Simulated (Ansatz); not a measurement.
A (210) slab of Mo (Im-3m (No. 229)), 16 planes, outer planes Mo (top) and Mo (bottom), with 16 atoms (Mo16) in a surface cell of A = 21.897 Å², as cut from the bulk:

```
Mo
1.0
     3.12931    0.00000    0.00000
     0.00000    6.99734    0.00000
     0.00000    0.00000   25.49601
Mo
16
Direct
  0.50000 0.70000 0.29416
  0.00000 0.40000 0.32161
  0.50000 0.10000 0.34905
  0.00000 0.80000 0.37650
  0.50000 0.50000 0.40394
  0.00000 0.20000 0.43139
  0.50000 0.90000 0.45883
  0.00000 0.60000 0.48628
  0.50000 0.30000 0.51372
  0.00000 0.00000 0.54117
  0.50000 0.70000 0.56861
  0.00000 0.40000 0.59606
  0.50000 0.10000 0.62350
  0.00000 0.80000 0.65095
  0.50000 0.50000 0.67839
  0.00000 0.20000 0.70584
```

Method: DFT PBEsol, scalar-relativistic, plane waves, PAW (Ansatz). Settings: cutoff 420 eV, Γ-centred mesh 11×5×1 on the computed 16-atom cell, Gaussian smearing of 0.10 eV; no spin polarisation.

Against the same 16 atoms in the bulk, the slab as cut lies 10.245 eV higher and the relaxed slab 9.538 eV higher.

Problem. Work out the surface energy before and after relaxation.

Solution. The slab has two faces, so γ = (E_slab − N·E_bulk)/(2A), the mean of both. As cut: 10.245/(2 × 21.897) = 0.2339 eV/Å², and 1 eV/Å² = 16.02 J/m², so γ = 3.75 J/m². Relaxed: 9.538/(2 × 21.897) = 0.2178 eV/Å² = 3.49 J/m². Relaxation recovers 7 % of the cost of cutting.

Problem. What is the ideal work of this cut, per area?

Solution. Griffith's ideal work is 2γ: 7.50 J/m² if the new faces stay rigid, 6.98 J/m² if they relax. One thickness was run, 16 planes, so γ can still shift with it.